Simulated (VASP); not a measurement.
# CdSe (F-43m): a series in uniaxial stress along [111], part 2 of 2

Strain engineering needs slopes: what does uniaxial stress along [111] do to the lattice and the band edges of CdSe?

VASP 6.6.1, plane waves and PAW; the level of theory is named at each step.

So far: Starting point; Relax the crystal, LDA; Strain across the axis, LDA; Band edges, HSE06.

## 5. The table

Hybrid runs start from orbitals of a short LDA run, not shown.

Runs beyond LDA use the data sets made with LDA; this shifts their levels slightly, and their total energies have another zero.

The other members went through these steps as far as the tables show, with the same cutoff and, step by step, the same mesh; 44 runs are not shown. The session took 2.0 core hours (wall time by ranks) on a shared machine.

```
strain along the axis (%)  strain across the axis (%)  stress along the axis, tension positive (GPa)  energy above the unstrained row (meV/atom)  gap on the mesh, LDA (eV)
                   -2.000                       0.634                                         -1.212                                       2.266                      0.366
                   -1.500                       0.470                                         -0.915                                       1.306                      0.379
                   -1.000                       0.306                                         -0.615                                       0.613                      0.394
                   -0.500                       0.147                                         -0.295                                       0.179                      0.410
                        0                      -0.011                                          0.011                                       0.000                      0.426
                    0.500                      -0.173                                          0.324                                       0.104                      0.412
                    1.000                      -0.332                                          0.645                                       0.480                      0.397
                    1.500                      -0.486                                          0.973                                       1.115                      0.381
                    2.000                      -0.642                                          1.308                                       2.032                      0.364
```

Slopes at zero strain, from cubics through all rows: strain ratio -0.319, stress over strain 63 GPa.

Band edges at HSE06, counted from the valence-band top at Γ, with one row partly withheld:

```
strain along the axis (%)  gap (eV)  conduction band at Γ (eV)  Δ or X valley along z (eV)  Δ or X valley along x (eV)  lowest conduction level at L, [111] (eV)  lowest conduction level at L, [-111] (eV)  second valence level below the top (eV)  third valence level below the top (eV)
                   -2.000     1.580                      1.581                       3.808                       3.808                                     3.216                                      3.447                                    0.117                                   0.117
                   -1.500     1.597                      1.598                       3.840                       3.840                                         ?                                      3.448                                    0.089                                   0.089
                   -1.000     1.615                      1.615                       3.871                       3.871                                     3.336                                      3.451                                    0.060                                   0.060
                   -0.500     1.631                      1.632                       3.898                       3.898                                     3.396                                      3.453                                    0.031                                   0.031
                        0     1.647                      1.648                       3.924                       3.924                                     3.457                                      3.456                                    0.000                                   0.000
                    0.500     1.632                      1.632                       3.915                       3.915                                     3.488                                      3.429                                    0.000                                   0.032
                    1.000     1.615                      1.616                       3.902                       3.902                                     3.518                                      3.401                                    0.000                                   0.065
                    1.500     1.597                      1.597                       3.887                       3.887                                     3.547                                      3.372                                    0.000                                   0.098
                    2.000     1.578                      1.578                       3.869                       3.869                                     3.575                                      3.344                                    0.000                                   0.132
```

Conduction masses, in electron masses:

```
strain along the axis (%)  conduction mass at Γ, along the strain axis or the normal of the plane  conduction mass at Γ, across the strain axis or in the plane
                   -2.000                                                                   0.117                                                         0.111
                   -1.500                                                                   0.117                                                         0.112
                   -1.000                                                                   0.116                                                         0.112
                   -0.500                                                                   0.114                                                         0.113
                        0                                                                   0.113                                                         0.113
                    0.500                                                                   0.111                                                         0.113
                    1.000                                                                   0.110                                                         0.114
                    1.500                                                                   0.109                                                         0.114
                    2.000                                                                   0.108                                                         0.115
```

## 6. Fit and prediction

The quantity to fit is the splitting of the lowest conduction levels at the L points ([111] less [-111]) at HSE06: -0.231, -0.115, -0.058, 0.001, 0.059, 0.117, 0.174, 0.231 eV in the rows shown.

Fitting a parabola to the 8 known rows (d: strain along the axis less the strain across it, in %) gives E = 4.47e-5 d² + 0.08770 d − 2.65e-4 in eV; the residuals are 3.7e-4 eV r.m.s.

For the withheld row, d = -1.970, the fit gives -0.1729 eV.

## 7. The withheld row

The calculation gives -0.1730 eV, so the prediction is 0.0001 eV too high.

The splitting is Ξu times 8/9 of d, with d as a fraction, so the linear term gives Ξu = 9.9 eV.

## 8. Results

```yaml
poisson_ratio: 0.319
young_s_modulus_along_the_axis: 63 GPa
gap_of_the_unstrained_cell_hse06: 1.65 eV
shear_deformation_potential_u_of_the_lowest_conduction_levels_at_l: 9.9 eV
error_of_the_predicted_row: 0.1 meV
```

**Reading.** As a check, the curvature of the energy gives 63 GPa for the same modulus (energy per volume = E/2 × strain²), 1 % from the slope of the stress. At HSE06 the lowest conduction valley is Γ throughout, and the gap runs between 1.58 and 1.65 eV. Hole masses are left out throughout, since the top bands are degenerate or cross in many series; of conduction masses, those of the Γ, L and (for Si and Ge under (001) strain) Δ valleys are kept where they change by under an eighth between rows. HSE06 ran on a coarser mesh than the semilocal levels. Spin-orbit coupling is left out at HSE06, so the valence splittings there lack it. Δ or X levels are the lowest on their line, refined by a parabola unless they lie at X; the gap is read from all points sampled and can differ from the lowest valley by some meV, or by tens of meV where strain moves the valence top off Γ. Temperature, zero-point motion and excitons are left out.

[Lines on the potential files, build, host, timing and source positions are cut from VASP's logs without a mark.]

[Logs are printed without paths, hosts, clocks, repeated set-up lines and the standing remarks that a program may print on its own settings, such as how far it seeks lower states.]

[Hosts, paths, dates, database ids (printed as entryN), source tags and the programs' standing remarks are cut or masked in the printed files.]

[In band tables of VASP the shares of atoms and orbitals are scaled to a sum of 1 inside the atoms' spheres.]
